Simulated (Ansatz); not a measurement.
# SiO2: the cost of one run

Computed with Ansatz 0.2.0 (DFT PBE, scalar-relativistic, plane waves, PAW, unless a step's input says otherwise).

## 1. The structure to begin with

It takes space group I-42d (No. 122, tetragonal). The conventional cell has a = 4.748 Å, b = 4.748 Å, c = 7.488 Å, α = 90.00°, β = 90.00°, γ = 90.00°. Around Si (site symmetry -4) lie 4 O at 1.62 Å. O (site symmetry 2) is surrounded by 2 Si at 1.62 Å.

Coordinates:

```cif
data_structure
_symmetry_space_group_name_H-M 'I-42d'
_symmetry_Int_Tables_number 122
_cell_length_a 4.7481
_cell_length_b 4.7481
_cell_length_c 7.4880
_cell_angle_alpha 90.000
_cell_angle_beta 90.000
_cell_angle_gamma 90.000
_cell_volume 168.81
loop_
_atom_site_label
_atom_site_type_symbol
_atom_site_symmetry_multiplicity
_atom_site_Wyckoff_symbol
_atom_site_fract_x
_atom_site_fract_y
_atom_site_fract_z
_atom_site_occupancy
Si1 Si 4 a 0.00000 0.50000 0.25000 1
O1 O 8 d 0.37662 0.75000 0.62500 1
```

The runs take a perfect supercell of 48 atoms; the defect goes to fractional position (0.312, 0.499, 0.375).

## 2. The perfect supercell

input.yaml reads:

```yaml
crystal:
  lattice:
    - [9.4962, 0.0, 0.0]
    - [0.0, 9.4962, 0.0]
    - [-4.7481, -4.7481, 7.488]
  atoms:
    - { symbol: Si, position: [0.0, 0.0, 0.0] }
    - { symbol: Si, position: [0.0, 0.0, 0.5] }
    - { symbol: Si, position: [0.5, 0.0, 0.5] }
    - { symbol: Si, position: [0.5, 0.0, 0.0] }
    - { symbol: Si, position: [0.0, 0.5, 0.5] }
    - { symbol: Si, position: [0.0, 0.5, 0.0] }
    - { symbol: Si, position: [0.5, 0.5, 0.0] }
    - { symbol: Si, position: [0.5, 0.5, 0.5] }
    - { symbol: Si, position: [0.125, 0.375, 0.25] }
    - { symbol: Si, position: [0.125, 0.375, 0.75] }
    - { symbol: Si, position: [0.625, 0.375, 0.75] }
    - { symbol: Si, position: [0.625, 0.375, 0.25] }
    - { symbol: Si, position: [0.125, 0.875, 0.75] }
    - { symbol: Si, position: [0.125, 0.875, 0.25] }
    - { symbol: Si, position: [0.625, 0.875, 0.25] }
    - { symbol: Si, position: [0.625, 0.875, 0.75] }
    - { symbol: O, position: [0.3125, 0.49919, 0.375] }
    - { symbol: O, position: [0.3125, 0.49919, 0.875] }
    - { symbol: O, position: [0.8125, 0.49919, 0.875] }
    - { symbol: O, position: [0.8125, 0.49919, 0.375] }
    - { symbol: O, position: [0.3125, 0.99919, 0.875] }
    - { symbol: O, position: [0.3125, 0.99919, 0.375] }
    - { symbol: O, position: [0.8125, 0.99919, 0.375] }
    - { symbol: O, position: [0.8125, 0.99919, 0.875] }
    - { symbol: O, position: [0.12419, 0.1875, 0.125] }
    - { symbol: O, position: [0.12419, 0.1875, 0.625] }
    - { symbol: O, position: [0.62419, 0.1875, 0.625] }
    - { symbol: O, position: [0.62419, 0.1875, 0.125] }
    - { symbol: O, position: [0.12419, 0.6875, 0.625] }
    - { symbol: O, position: [0.12419, 0.6875, 0.125] }
    - { symbol: O, position: [0.62419, 0.6875, 0.125] }
    - { symbol: O, position: [0.62419, 0.6875, 0.625] }
    - { symbol: O, position: [0.0625, 0.37581, 0.375] }
    - { symbol: O, position: [0.0625, 0.37581, 0.875] }
    - { symbol: O, position: [0.5625, 0.37581, 0.875] }
    - { symbol: O, position: [0.5625, 0.37581, 0.375] }
    - { symbol: O, position: [0.0625, 0.87581, 0.875] }
    - { symbol: O, position: [0.0625, 0.87581, 0.375] }
    - { symbol: O, position: [0.5625, 0.87581, 0.375] }
    - { symbol: O, position: [0.5625, 0.87581, 0.875] }
    - { symbol: O, position: [0.00081, 0.4375, 0.125] }
    - { symbol: O, position: [0.00081, 0.4375, 0.625] }
    - { symbol: O, position: [0.50081, 0.4375, 0.625] }
    - { symbol: O, position: [0.50081, 0.4375, 0.125] }
    - { symbol: O, position: [0.00081, 0.9375, 0.625] }
    - { symbol: O, position: [0.00081, 0.9375, 0.125] }
    - { symbol: O, position: [0.50081, 0.9375, 0.125] }
    - { symbol: O, position: [0.50081, 0.9375, 0.625] }
basis:
  ecutwfc: 420
  fft_grid_basis: typed
kpoints:
  mp_grid: { grid: [2, 2, 2] }
hamiltonian:
  xc: pbe
  pseudopotentials: { kind: paw }
scf:
  occupations: { method: gaussian, width: 0.05 }
output:
  forces: true
  stress: false
  eigenvalues: true
  bader: false
  write_density: true
  volumetric_format: npy
```

The run is started by

```console
$ ansatz run input.yaml --threads 4 --pin off --max-ram 10240MiB --backend cpu --events-out ev --progress --plain --runs-dir out
```

**Question.** How long does this run take on 4 threads of Arm Neoverse V1, shared host, and how much memory does it need?

About 8.7 s, with a peak of 2.3 GiB.
